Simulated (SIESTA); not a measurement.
Here is a SIESTA 5.4.2 calculation.

Contents of Sc.fdf:

```
SystemName                      Sc
SystemLabel                     Sc
NumberOfSpecies                 1
NumberOfAtoms                   1
%block ChemicalSpeciesLabel
  1  21 Sc
%endblock ChemicalSpeciesLabel
%include structure.fdf

%block kgrid.MonkhorstPack
   10   0   0  0.0
    0  10   0  0.0
    0   0  10  0.0
%endblock kgrid.MonkhorstPack
XC.Functional                   GGA
XC.Authors                      PBE
PAO.BasisSize                   DZP
PAO.EnergyShift                 0.002 Ry
Mesh.Cutoff                     800 Ry
OccupationFunction              FD
ElectronicTemperature           0.05 eV
MaxSCFIterations                120
SCF.MustConverge                false
SCF.Mixer.Method                Pulay
SCF.Mixer.Weight                0.25
SCF.Mixer.History               8
SCF.DM.Tolerance                5.0e-05
SCF.H.Tolerance                 1.0e-03 eV
WriteForces                     true
Charge.Mulliken                 end
Charge.Hirshfeld                end
Charge.Voronoi                  end
SaveRho                         true
SaveElectrostaticPotential      true
%block PAO.Basis
  Sc 5
  n=3 0 1
    3.435
  n=4 0 2
    9.500 0.000
  n=3 1 1
    3.937
  n=4 1 1
    9.500
  n=3 2 2
    7.415 0.000
%endblock PAO.Basis
```

structure.fdf

```
LatticeConstant                 1.0 Ang
%block LatticeVectors
     3.2019616822     0.0000000000     0.0000000000
     1.5021078373     2.8441406042     0.0000000000
     1.5489936237     0.9264468030     2.6741812389
%endblock LatticeVectors
AtomicCoordinatesFormat         Fractional
%block AtomicCoordinatesAndAtomicSpecies
     0.0000000000     0.0000000000     0.0000000000  1  Sc
%endblock AtomicCoordinatesAndAtomicSpecies
```

Potentials or basis: PseudoDojo 0.4 standard (PBE files), DZP (energy shift 0.002 Ry; radii capped at 9.5 bohr).

Launch:

```bash
$ siesta < Sc.fdf > Sc.out 2>&1
```

**Question.** What does it give for the band gap on the k mesh?

**Answer.** None (metal or under the smearing width).

**Question.** What does it give for the pressure?

**Answer.** 0.7 GPa.

Stress tensor (GPa, compression positive):
```
1.66 1.06 0.55
1.06 0.15 0.46
0.55 0.46 0.15
```

Caveat: semicore shells carry a single zeta, which can move pressures by several GPa and volumes by a few percent; the basis of atomic orbitals isn't converged, which shifts pressures, moduli and gaps.
